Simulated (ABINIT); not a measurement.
Runs of ABINIT 10.8.3 (patched build) on GaSb. The structure is cubic, space group F-43m (No. 216). Conventional cell: a = 6.118 Å, b = 6.118 Å, c = 6.118 Å, α = 90.00°, β = 90.00°, γ = 90.00°. Sb (site symmetry -43m) is surrounded by 4 Ga at 2.65 Å. Ga (site symmetry -43m) is surrounded by 4 Sb at 2.65 Å. 

| level | V0 of scaled cells (Å³/atom) | B0 (GPa) |
| --- | --- | --- |
| LDA | 27.68 | 54 |
| PW91 | (a) | 45 |
| AM05 | 28.75 | 49 |
| WC | (c) | 51 |
| PBEsol | (b) | 51 |

Alike in all rows: task equation of state; potentials or basis JTH PAW PBE v2.0; no spin polarisation; cell as given; k mesh 8 × 8 × 8; cutoff (eV) 544; smearing fermi-dirac 0.05 eV.

Q: Estimate the missing entries.

A: (a) 29.89; (b) 28.55; (c) 28.56.

Caveats: pressures at fixed basis lie under the slope of the energies; the PAW data sets were made with another functional, which shifts forces and pressure a little.

Runs at the PBE level aren't shown here.
